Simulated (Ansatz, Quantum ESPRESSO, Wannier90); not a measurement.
# Conductance channels of monatomic chains, Zr to Os

How many channels does a perfect straight chain of each element offer at the Fermi level, and does a small Wannier model count them right?

Set-up. Quantum ESPRESSO 7.5 and Wannier90 3.1.0 (bulk transport from the Wannier Hamiltonian), beside layer matching in Ansatz 0.2.0. One atom a period, no spin polarisation, no spin-orbit coupling. Channels are per spin; each carries G₀ = 2e²/h with its partner of the other spin.

What came out:

| element | spacing (Å) | level | Wannier functions | mean spread (Å²) | band misfit (eV) | channels, Wannier | channels, Ansatz | resistance (kΩ) |
| --- | --- | --- | --- | --- | --- | --- | --- | --- |
| Zr | 2.60 | PBE, GBRV ultrasoft | 9 | 2.47 | 0.006 | 5 | 5 | 2.58 |
| Nb | 2.54 | PBEsol, GBRV ultrasoft | 9 | 2.43 | 0.008 | 6 | 6 | 2.15 |
| Ru | 2.43 | PBE, GBRV ultrasoft | 9 | 1.31 | 0.010 | 6 | 6 | 2.15 |
| Rh | 2.14 | PBE, PseudoDojo norm-conserving | 9 | 1.28 | 0.005 | 4 | 4 | 3.23 |
| Pd | 2.50 | PBE, GBRV ultrasoft | 9 | 1.23 | 0.006 | 4 | 4 | 3.23 |
| In | 3.19 | PBE, PseudoDojo norm-conserving | 4 | 2.87 | 0.023 | 3 | 3 | 4.30 |
| Sn | 2.75 | PBE, GBRV ultrasoft | 4 | 2.46 | 0.029 | 3 | 3 | 4.30 |
| Sb | 2.75 | PBEsol, GBRV ultrasoft | 4 | 2.24 | 0.019 | 3 | 3 | 4.30 |
| Ta | 2.23 | PBE, GBRV ultrasoft | 9 | 1.59 | 0.027 | 6 | 6 | 2.15 |
| W | 2.09 | PBE, GBRV ultrasoft | 9 | 1.51 | 0.022 | 6 | 6 | 2.15 |
| Re | 2.25 | PBEsol, GBRV ultrasoft | 9 | 1.43 | 0.017 | 6 | 6 | 2.15 |
| Os | 2.28 | PBE, PseudoDojo norm-conserving | 9 | 1.37 | 0.011 | 6 | 6 | 2.15 |

What this shows: By the Wannier models the count runs from 3 (In, Sn and Sb) to 6 (Nb, Ru, Ta, W, Re and Os). The two methods agree on 12 of 12 chains. The models follow the plane-wave bands within 0.029 eV in the frozen window. By hand, 6 channels give 12.906/6 = 2.15 kΩ.

Caveats: Real chains may buckle, dimerise or become magnetic, which changes the count, and so can spin-orbit coupling for the heavy elements. The count also hangs on the spacing, which differs between rows: compression can bring d bands up to the Fermi level. Of 99 straight chains run, each element is listed once, in this or a sister table, where the model held and no band edge lay within 0.15 eV of the level.
